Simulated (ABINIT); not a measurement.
# Cr (Im-3m) in ABINIT: further runs

Aim: see how the results for Cr move with the level of theory and the settings. Levels: PBEsol, LDA. Tasks: single point.

Program: ABINIT 10.8.3 (patched build). These are calculated values, not measurements. Logs are shortened: lines on timing, memory, paths and dates and some standing lists are left out, and cuts for length are marked. The log counts tension as positive stress, the text compression.

## 1. The structure

It takes space group Im-3m (No. 229, cubic). The conventional cell has a = 2.969 Å, b = 2.969 Å, c = 2.969 Å, α = 90.00°, β = 90.00°, γ = 90.00°. Cr (site symmetry m-3m) is surrounded by 8 Cr at 2.57 Å.

## 2. Single point, PBEsol, collinear spin, ferromagnetic start

run.abi reads:

```
# Pseudopotentials
pp_dirpath "./"
pseudos "Cr.GGA_PBE-JTH.xml"

# Structure
acell 3*1.0 Angstrom
rprim
    -1.4844496776     1.4844496776     1.4844496776
     1.4844496776    -1.4844496776     1.4844496776
     1.4844496776     1.4844496776    -1.4844496776
ntypat 1
znucl 24
natom 1
typat 1
xred
     0.0000000000     0.0000000000     0.0000000000

# Plane-wave basis
ecut 23.0
pawecutdg 45.0

# k points
kptopt 1
ngkpt 7 7 7
nshiftk 1
shiftk 0.0 0.0 0.0

# Exchange and correlation
ixc -116133

# Bands and occupations
nband 12
occopt 3
tsmear 0.05 eV

# Spin
nsppol 2
spinat
     0.0000000000     0.0000000000     3.0000000000

# SCF cycle
nstep 100
tolvrs 1.0e-9

# Output
iomode 3
prtwf 0
prteig 0
prtebands 0
enunit 1
prtden 1
prtvha 1
prtvclmb 1
prtpot 1
```

Potentials or basis: JTH PAW PBE v2.0.

On the command line:

```sh
$ abinit run.abi > log 2>&1
```

run.abo:

```text
.Version 10.8.3 of ABINIT
 Symmetries : space group Im -3 m (#229); Bravais cI (body-center cubic)
================================================================================
 Values of the parameters that define the memory need of the present run
     intxc =       0    ionmov =       0      iscf =      17    lmnmax =      18
     lnmax =       6     mgfft =      24  mpssoang =       3    mqgrid =    3001
     natom =       1  nloc_mem =       2    nspden =       2   nspinor =       1
    nsppol =       2      nsym =      48    n1xccc =       1    ntypat =       1
    occopt =       3   xclevel =       2
       mpw =         474          nfft =       13824          nkpt =          20
 PAW method is used; the additional fine FFT grid is defined by:
   mgfftf=        30    nfftf =     27000
================================================================================
================================================================================

--------------------------------------------------------------------------------
------------- Echo of variables that govern the present computation ------------
--------------------------------------------------------------------------------
 -outvars: echo values of preprocessed input variables --------
            acell      1.8897261259E+00  1.8897261259E+00  1.8897261259E+00 Bohr
              amu      5.19961000E+01
             ecut      2.30000000E+01 Hartree
           enunit           1
              ixc     -116133
         kptrlatt        7    0    0      0    7    0      0    0    7
          kptrlen      3.40112830E+01
            natom           1
            nband          12
            ngfft          24      24      24
          ngfftdg          30      30      30
             nkpt          20
           nspden           2
           nsppol           2
            nstep         100
             nsym          48
           ntypat           1
           occopt           3
        pawecutdg      4.50000000E+01 Hartree
         pawxcdev           0
        prtebands           0
           prteig           0
           prtpot           1
         prtvclmb           1
           prtvha           1
            prtwf           0
            rprim     -1.4844496776E+00  1.4844496776E+00  1.4844496776E+00
                       1.4844496776E+00 -1.4844496776E+00  1.4844496776E+00
                       1.4844496776E+00  1.4844496776E+00 -1.4844496776E+00
          spgroup         229
           spinat      0.0000000000E+00  0.0000000000E+00  3.0000000000E+00
           tolvrs      1.00000000E-09
           tsmear      1.83746611E-03 Hartree
            typat      1
           useylm           1
            znucl       24.00000

================================================================================

 chkinp: Checking input parameters for consistency.

================================================================================
== DATASET  1 ==================================================================

--- !DatasetInfo
iteration_state: {dtset: 1, }
dimensions: {natom: 1, nkpt: 20, mband: 12, nsppol: 2, nspinor: 1, nspden: 2, mpw: 474, }
cutoff_energies: {ecut:  23.0, pawecutdg:  45.0, }
electrons: {nelect:   1.40000000E+01, charge:   0.00000000E+00, occopt:   3.00000000E+00, tsmear:   1.83746611E-03, }
meta: {optdriver: 0, ionmov: 0, optcell: 0, iscf: 17, paral_kgb: 0, }
...

 Real(R)+Recip(G) space primitive vectors, cartesian coordinates (Bohr,Bohr^-1):
 R(1)= -2.8052033  2.8052033  2.8052033  G(1)=  0.0000000  0.1782402  0.1782402
 R(2)=  2.8052033 -2.8052033  2.8052033  G(2)=  0.1782402  0.0000000  0.1782402
 R(3)=  2.8052033  2.8052033 -2.8052033  G(3)=  0.1782402  0.1782402  0.0000000
 Unit cell volume ucvol=  8.8298440E+01 bohr^3
 Angles (23,13,12)=  1.09471221E+02  1.09471221E+02  1.09471221E+02 degrees

 Coarse grid specifications (used for wave-functions):

 getcut: wavevector=  0.0000  0.0000  0.0000  ngfft=  24  24  24
         ecut(hartree)=     23.000   => boxcut(ratio)=   2.28801

 getcut : COMMENT -
  Note that boxcut > 2.2 ; recall that boxcut=Gcut(box)/Gcut(sphere) = 2
  is sufficient for exact treatment of convolution.
  Such a large boxcut is a waste : you could raise ecut
  e.g. ecut=   30.101095 Hartrees makes boxcut=2

 Fine grid specifications (used for densities):

 getcut: wavevector=  0.0000  0.0000  0.0000  ngfft=  30  30  30
         ecut(hartree)=     45.000   => boxcut(ratio)=   2.04468

--- Pseudopotential description ------------------------------------------------
- pspini: atom type   1  psp file is ./Cr.GGA_PBE-JTH.xml
 Pseudopotential format is: paw10
 basis_size (lnmax)=  6 (lmn_size= 18), orbitals=   0   0   1   1   2   2
 Spheres core radius: rc_sph= 2.10817612
 Shapefunction is SIN type: shapef(r)=[sin(pi*r/rshp)/(pi*r/rshp)]**2
 Radius for shape functions =  1.80035846
 Compensation charge density is not taken into account in XC energy/potential

   3.78186631E+02                                ecore*ucvol(ha*bohr**3)
--------------------------------------------------------------------------------

================================================================================

--- !BeginCycle
iteration_state: {dtset: 1, }
solver: {iscf: 17, nstep: 100, nline: 4, wfoptalg: 10, }
tolerances: {tolvrs: 1.00E-09, }
...

     iter   Etot(hartree)      deltaE(h)  residm     nres2   difmagsph maxmagsph
 ETOT  1  -86.922128696965    -8.692E+01 5.868E+00 1.409E+02 5.852E-01 5.852E-01
 ETOT  2  -87.456661634886    -5.345E-01 6.379E-02 7.421E+01 5.370E-01 1.122E+00
 ETOT  3  -87.321799590842     1.349E-01 3.726E-02 9.989E+00 7.723E-01 3.499E-01
 ETOT  4  -87.342114033673    -2.031E-02 1.398E-02 7.497E+00 1.532E-01 1.966E-01
 ETOT  5  -87.341678682191     4.354E-04 9.279E-03 1.270E+00 8.907E-02 2.857E-01
 ETOT  6  -87.345347448659    -3.669E-03 8.010E-03 1.743E+00 1.314E-01 1.543E-01
 ETOT  7  -87.345212689709     1.348E-04 2.810E-03 1.205E-01 4.344E-02 1.108E-01
 ETOT  8  -87.344961027860     2.517E-04 5.854E-03 1.796E-01 5.922E-02 5.162E-02
 ETOT  9  -87.345112646170    -1.516E-04 2.451E-03 7.426E-02 1.395E-02 3.767E-02
 ETOT 10  -87.345159801339    -4.716E-05 2.014E-03 1.097E-02 1.649E-02 2.118E-02
 ETOT 11  -87.345145742693     1.406E-05 4.303E-03 7.898E-03 1.090E-03 2.009E-02
 ETOT 12  -87.345142771584     2.971E-06 2.621E-03 7.441E-04 8.217E-03 1.187E-02
 ETOT 13  -87.345144140800    -1.369E-06 3.258E-03 1.456E-04 3.075E-03 8.799E-03
 ETOT 14  -87.345144483453    -3.427E-07 1.401E-03 5.408E-05 5.291E-03 3.508E-03
 ETOT 15  -87.345144629215    -1.458E-07 1.346E-03 2.027E-05 2.711E-03 7.968E-04
 ETOT 16  -87.345144652703    -2.349E-08 4.215E-04 1.538E-05 7.900E-04 6.749E-06
 ETOT 17  -87.345144620329     3.237E-08 3.881E-04 4.921E-06 2.053E-04 1.985E-04
 ETOT 18  -87.345144613283     7.047E-09 1.308E-04 1.199E-06 7.118E-05 1.274E-04
 ETOT 19  -87.345144612594     6.890E-10 1.052E-04 1.071E-08 9.342E-05 3.394E-05
 ETOT 20  -87.345144613170    -5.762E-10 7.715E-05 2.027E-09 4.446E-05 1.052E-05
 ETOT 21  -87.345144613175    -4.704E-12 5.660E-05 2.566E-10 6.995E-06 3.529E-06

 At SCF step   21       nres2   =  2.57E-10 < tolvrs=  1.00E-09 =>converged.

 Cartesian components of stress tensor (hartree/bohr^3)
  sigma(1 1)=  1.08647995E-03  sigma(3 2)=  0.00000000E+00
  sigma(2 2)=  1.08647995E-03  sigma(3 1)=  0.00000000E+00
  sigma(3 3)=  1.08647995E-03  sigma(2 1)=  0.00000000E+00

--- !ResultsGS
iteration_state: {dtset: 1, }
comment   : Summary of ground state results
lattice_vectors:
- [ -2.8052033,   2.8052033,   2.8052033, ]
- [  2.8052033,  -2.8052033,   2.8052033, ]
- [  2.8052033,   2.8052033,  -2.8052033, ]
lattice_lengths: [   4.85875,    4.85875,    4.85875, ]
lattice_angles: [109.471, 109.471, 109.471, ] # degrees, (23, 13, 12)
lattice_volume:   8.8298440E+01
convergence: {deltae: -4.704E-12, res2:  2.566E-10, residm:  5.660E-05, diffor: null, }
etotal    :  -8.73451446E+01
entropy   :   0.00000000E+00
fermie    :   3.31682223E-01
cartesian_stress_tensor: # hartree/bohr^3
- [  1.08647995E-03,   0.00000000E+00,   0.00000000E+00, ]
- [  0.00000000E+00,   1.08647995E-03,   0.00000000E+00, ]
- [  0.00000000E+00,   0.00000000E+00,   1.08647995E-03, ]
pressure_GPa:  -3.1965E+01
xred      :
- [  0.0000E+00,   0.0000E+00,   0.0000E+00, Cr]
cartesian_forces: # hartree/bohr
- [ -0.00000000E+00,  -0.00000000E+00,  -0.00000000E+00, ]
force_length_stats: {min:   0.00000000E+00, max:   0.00000000E+00, mean:   0.00000000E+00, }
...

 Integrated electronic and magnetization densities in atomic spheres:
 ------------------------------------------------------------------------------------------------------------
 Radius=ratsph(iatom), smearing ratsm=  0.0000. Diff(up-dn)=approximate z local magnetic moment.
    Atom    Radius    up_density   dn_density  Total(up+dn)  Diff(up-dn)
    1 Cr   2.10818     6.030981     6.030977     12.061958     0.000004
 ------------------------------------------------------------------------------------------------------------
  Sum:                 6.030981     6.030977     12.061958     0.000004
 Total magnetization (from the atomic spheres):                0.000004
 Total magnetization (exact up - dn):                          0.000004

================================================================================

 ----iterations are completed or convergence reached----

 Mean square residual over all n,k,spin=   32.036E-08; max=  56.599E-06
 reduced coordinates (array xred) for    1 atoms
       0.000000000000      0.000000000000      0.000000000000
 rms dE/dt=  0.0000E+00; max dE/dt=  0.0000E+00; dE/dt below (all hartree)
    1       0.000000000000      0.000000000000      0.000000000000

 cartesian coordinates (angstrom) at end:
    1      0.00000000000000     0.00000000000000     0.00000000000000

 cartesian forces (hartree/bohr) at end:
    1     -0.00000000000000    -0.00000000000000    -0.00000000000000
 frms,max,avg= 0.0000000E+00 0.0000000E+00   0.000E+00  0.000E+00  0.000E+00 h/b

 cartesian forces (eV/Angstrom) at end:
    1     -0.00000000000000    -0.00000000000000    -0.00000000000000
 frms,max,avg= 0.0000000E+00 0.0000000E+00   0.000E+00  0.000E+00  0.000E+00 e/A
 length scales=  1.889726125908  1.889726125908  1.889726125908 bohr
              =  1.000000000000  1.000000000000  1.000000000000 angstroms
 Fermi (or HOMO) energy (eV) =   9.02553   Average Vxc (eV)= -12.68054
 Eigenvalues (   eV  ) for nkpt=  20  k points, SPIN UP:
 kpt#   1, nband= 12, wtk=  0.00292, kpt=  0.0000  0.0000  0.0000 (reduced coord)
 -62.68180  -33.71338  -33.71338  -33.71338    1.34689    8.21077    8.21077    8.21077
   9.94055    9.94055   30.44541   30.44541
 prteigrs : prtvol=0 or 1, do not print more k-points.

 Eigenvalues (   eV  ) for nkpt=  20  k points, SPIN DOWN:
 kpt#   1, nband= 12, wtk=  0.00292, kpt=  0.0000  0.0000  0.0000 (reduced coord)
 -62.68180  -33.71338  -33.71338  -33.71338    1.34689    8.21078    8.21078    8.21078
   9.94055    9.94055   30.44541   30.44541
 prteigrs : prtvol=0 or 1, do not print more k-points.

--- !EnergyTerms
iteration_state     : {dtset: 1, }
comment             : Components of total free energy in Hartree
kinetic             :  1.50683107579751E+01
hartree             :  1.74273413211440E+01
xc                  : -4.64795178106403E+00
Ewald energy        : -6.35684538755965E+01
psp_core            :  4.28304996089374E+00
local_psp           : -5.05342456584105E+01
PAW spherical_terms : -5.37270077543850E+00
internal            : -8.73446500504967E+01
'-kT*entropy'       : -4.93409439389668E-04
total_energy        : -8.73451434599361E+01
total_energy_eV     : -2.37678243539894E+03
...

--- !EnergyTermsDC
iteration_state     : {dtset: 1, }
comment             : '"Double-counting" decomposition of free energy'
band_energy         : -1.05968641491467E+01
Ewald energy        : -6.35684538755965E+01
psp_core            :  4.28304996089374E+00
xc_dc               : -1.59992592274005E+01
PAW spherical_terms : -1.46312391248535E+00
internal            : -8.73446512037353E+01
'-kT*entropy'       : -4.93409439389668E-04
total_energy_dc     : -8.73451446131747E+01
total_energy_dc_eV  : -2.37678246678016E+03
...

--- !EnergyTermsWithPAWCore
iteration_state     : {dtset: 1, }
comment             : 'Components of total free energy, including PAW core contributions'
Total energy        : -1.04981805478229E+03
Total energy DC     : -1.04981805593553E+03
Total energy (eV)   : -2.85670045766852E+04
Total energy DC (eV): -2.85670046080665E+04
...

 Cartesian components of stress tensor (hartree/bohr^3)
  sigma(1 1)=  1.08647995E-03  sigma(3 2)=  0.00000000E+00
  sigma(2 2)=  1.08647995E-03  sigma(3 1)=  0.00000000E+00
  sigma(3 3)=  1.08647995E-03  sigma(2 1)=  0.00000000E+00

-Cartesian components of stress tensor (GPa)         [Pressure= -3.1965E+01 GPa]
- sigma(1 1)=  3.19653439E+01  sigma(3 2)=  0.00000000E+00
- sigma(2 2)=  3.19653439E+01  sigma(3 1)=  0.00000000E+00
- sigma(3 3)=  3.19653439E+01  sigma(2 1)=  0.00000000E+00

== END DATASET(S) ==============================================================
================================================================================

 -outvars: echo values of variables after computation  --------
            acell      1.8897261259E+00  1.8897261259E+00  1.8897261259E+00 Bohr
           etotal     -8.7345144613E+01
            fcart     -0.0000000000E+00 -0.0000000000E+00 -0.0000000000E+00
            rprim     -1.4844496776E+00  1.4844496776E+00  1.4844496776E+00
                       1.4844496776E+00 -1.4844496776E+00  1.4844496776E+00
                       1.4844496776E+00  1.4844496776E+00 -1.4844496776E+00
           strten      1.0864799548E-03  1.0864799548E-03  1.0864799548E-03
                       0.0000000000E+00  0.0000000000E+00  0.0000000000E+00
 Calculation completed.
```

It took 26 s on 1 thread of Arm Neoverse V1, shared host; peak memory 0.11 GiB.

Results:

```yaml
Free_energy: -2376.7825 eV
Pressure: -32.0 GPa
Band_gap_on_the_k_mesh: none (metal or under the smearing width)
Net_moment: 0.00 μB per cell
Valence_electrons_inside_the_program's_atomic_spheres: Cr 12.06 (radii [1.1156] Å)
```

Caveat: the k mesh is coarse (spacing up to 0.43 Å⁻¹), so the values aren't converged; the starting moments collapsed, and a magnetic state may lie lower; a pressure of tens of GPa on the cell as given is suspect, and the run, the potentials or the cell itself is likely at fault; the PAW data sets were made with another functional, which shifts forces and pressure a little.

## 3. Single point, LDA, collinear spin, ferromagnetic start

run.abi reads:

```
# Pseudopotentials
pp_dirpath "./"
pseudos "Cr.LDA_PW-JTH.xml"

# Structure
acell 3*1.0
rprim
    -2.8052033365     2.8052033365     2.8052033365
     2.8052033365    -2.8052033365     2.8052033365
     2.8052033365     2.8052033365    -2.8052033365
ntypat 1
znucl 24
natom 1
typat 1
xred
     0.0000000000     0.0000000000     0.0000000000

# Plane-wave basis
ecut 23.0
pawecutdg 45.0

# k points
kptopt 1
ngkpt 7 7 7
nshiftk 1
shiftk 0.0 0.0 0.0

# Exchange and correlation
ixc 7

# Bands and occupations
nband 12
occopt 3
tsmear 0.00183747

# Spin
nsppol 2
spinat
     0.0000000000     0.0000000000     3.0000000000

# SCF cycle
nstep 100
tolvrs 1.0e-9

# Output
iomode 3
prtwf 0
prtden 0
prteig 0
prtebands 0
enunit 2
```

Potentials or basis: JTH PAW LDA v2.0.

On the command line:

```sh
$ abinit run.abi > log 2>&1
```

It took 12 s on 1 thread of Arm Neoverse V1, shared host; peak memory 0.11 GiB.

The run converged. Its results:

- Free energy: -2381.3206 eV
- Pressure: -35.9 GPa
- Band gap on the k mesh: none (metal or under the smearing width)
- Net moment: 0.00 μB per cell
- Valence electrons inside the program's atomic spheres: Cr 12.08 (radii [1.1156] Å)

Levels at points of the mesh, in eV from the Fermi level:
Spin up:
```tsv
k point	band 3	band 4	band 5	band 6	band 7	band 8	band 9	band 10	band 11	band 12
(0.00, 0.00, 0.00)	-42.54	-42.54	-7.54	-0.81	-0.81	-0.81	0.88	0.88	21.49	21.49
```
Spin down:
| k point | band 4 | band 5 | band 6 | band 7 | band 8 | band 9 | band 10 | band 11 |
| --- | --- | --- | --- | --- | --- | --- | --- | --- |
| (0.00, 0.00, 0.00) | -42.54 | -7.54 | -0.81 | -0.81 | -0.81 | 0.88 | 0.88 | 21.49 |

Caveat: the k mesh is coarse (spacing up to 0.43 Å⁻¹), so the values aren't converged; the starting moments collapsed, and a magnetic state may lie lower; a pressure of tens of GPa on the cell as given is suspect, and the run, the potentials or the cell itself is likely at fault.
